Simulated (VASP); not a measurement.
## HfB: relaxation of cell and atoms with LDA

Crystal: HfB.

```xyz
2
Lattice="0.0000 2.3100 2.3100 2.3100 0.0000 2.3100 2.3100 2.3100 0.0000" Properties=species:S:1:pos:R:3 pbc="T T T"
Hf    2.3100    2.3100    2.3100
B     0.0000    0.0000    0.0000
```

```yaml
Program: VASP 6.6.1
Task: relaxation of cell and atoms
Functional: LDA
Potentials_or_basis: VASP PAW LDA potentials, release 64 (Hf_pv, B)
Cutoff: 600 eV
k_mesh: 10 × 10 × 10
Occupations: fermi-dirac, width 0.05 eV
Spin: no spin polarisation
Further_INCAR_settings: ALGO = Fast; EDIFF = 1e-06; IBRION = 2; EDIFFG = -0.01; NSW = 60; ISIF = 3
```

* Relaxed volume: 13.46 Å³/atom
* Relaxed cell: a = 3.364 Å, b = 3.364 Å, c = 3.364 Å, α = 60.00°, β = 60.00°, γ = 60.00°
* Space group after relaxing (to 0.05 Å): Fm-3m (No. 225)
* Energy gained by relaxing: 64.6 meV/atom
* Ionic steps: 4
* Pressure after relaxing: -0.1 GPa
* Band gap on the k mesh: none (metal or under the smearing width)

The path:
```tsv
step	energy change (eV)	largest force (eV/Å)	pressure (GPa)	volume (Å³)
1	0.0000	0.0000	19.72	24.65
2	0.0992	0.0000	-18.54	30.47
3	-0.1290	0.0000	-0.45	26.98
4	-0.1291	0.0000	-0.08	26.92
```

Final structure:
```yaml
crystal:
  lattice:
    - [0.00000, 2.37875, 2.37875]
    - [2.37875, 0.00000, 2.37875]
    - [2.37875, 2.37875, 0.00000]
  atoms:
    - { symbol: Hf, position: [0.50000, 0.50000, 0.50000] }
    - { symbol: B, position: [0.00000, 0.00000, 0.00000] }
```

Levels at points of the mesh, in eV from the Fermi level:
```
           k point  band 3  band 4  band 5  band 6  band 7  band 8  band 9  band 10
(0.00, 0.00, 0.00)  -28.59   -9.13    2.05    2.05    2.05    3.74    3.74     3.74
(0.50, 0.00, 0.00)  -28.65   -4.70   -4.13   -1.21   -1.21    5.86    5.86     6.78
(0.50, 0.50, 0.00)  -28.79   -6.35   -1.02   -0.90    2.15    2.15    5.64     7.06
```

Wall time 31 s on 1 thread of Intel(R) Xeon(R) Platinum 8488C (Sapphire Rapids), with other jobs on the host, peak memory 0.16 GiB.

The run has no spin-orbit coupling, so splittings on Hf are missing.
